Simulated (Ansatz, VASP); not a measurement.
**LiH: VASP beside Ansatz**

POSCAR

```
LiH
1.0
    0.0000000000      2.1451220117      2.1451220117
    2.1451220117      0.0000000000      2.1451220117
    2.1451220117      2.1451220117      0.0000000000
Li H
1 1
Direct
    0.0000000000      0.0000000000      0.0000000000
    0.2500000000      0.2500000000      0.2500000000
```

INCAR.step1

```
SYSTEM = LiH
ALGO = Normal
EDIFF = 1E-4
ENCUT = 520
GGA = PE
ISMEAR = 0
LASPH = .TRUE.
LCHARG = .FALSE.
LREAL = .FALSE.
LWAVE = .TRUE.
NBANDS = 9
NELM = 80
PREC = Accurate
SIGMA = 0.01
```

File INCAR.step2:

```
SYSTEM = LiH
ALGO = Normal
EDIFF = 1E-6
ENCUT = 520
ISIF = 2
ISMEAR = 0
ISTART = 1
LASPH = .TRUE.
LCHARG = .TRUE.
LELF = .TRUE.
LMIXTAU = .TRUE.
LREAL = .FALSE.
LVHAR = .TRUE.
LWAVE = .FALSE.
METAGGA = R2SCAN
NBANDS = 9
NELM = 80
PREC = Accurate
SIGMA = 0.01
```

The input KPOINTS:

```
k-points
0
G
  10 10 10
  0 0 0
```

Input for Ansatz:

```yaml
crystal:
  lattice:
    - [0.0, 2.1451220117, 2.1451220117]
    - [2.1451220117, 0.0, 2.1451220117]
    - [2.1451220117, 2.1451220117, 0.0]
  atoms:
    - { symbol: Li, position: [0.0, 0.0, 0.0] }
    - { symbol: H, position: [0.25, 0.25, 0.25] }
kpoints:
  mp_grid: { grid: [10, 10, 10] }
hamiltonian:
  xc: r2scan
scf:
  occupations: { method: fixed }
output:
  optics: { e_range: [0, 18], de: 0.05, sigma: 0.1 }
```

Alike in both runs: task single point; functional r2SCAN; k mesh 10 × 10 × 10; no spin polarisation.

```csv
,VASP,Ansatz
version,VASP 6.6.1,Ansatz 0.2.0
potentials or method,"VASP PAW PBE potentials, release 64 (Li_sv, H)","plane waves, PAW"
plane-wave cutoff (eV),520,500
occupations,"gaussian, width 0.01 eV",fixed
valence electrons in the cell,4,4
```

Ansatz gave:

| Property | Result |
| --- | --- |
| gap on the k mesh at the Fermi level (eV) | 4.75 |

Q: Which values does VASP return?

A: gap on the k mesh at the Fermi level (eV): 4.82.

 A k mesh can miss the band edges. r2SCAN opens gaps a little over a GGA but as a rule still falls short of measured ones.
